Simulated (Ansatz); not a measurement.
CaF2 (fluorite, Fm-3m), PBEsol (plane waves, PAW; program Ansatz): ε∞ = 2.32, cell volume 39.81 Å³. Infrared-active transverse modes:

```
ω_TO (cm⁻¹)  oscillator strength S_xx (e²/amu)
-----------  ---------------------------------
249.1                                   0.2891
```

### Question
Compute the static dielectric constant.

### Answer
Each mode adds (4.921e7/V) S/ω²: 5.76. So ε0 = 8.08.

### Question
What LO frequency does the Lyddane–Sachs–Teller relation give?

### Answer
ω_LO = ω_TO √(ε0/ε∞) = 465 cm⁻¹.

The PBEsol relaxation kept the symmetry of its start.

Potentials: the earlier of the program's two PAW sets. The files were generated under PBE; for other functionals the program regenerates the frozen cores, and for LDA and PBEsol the local potential too.
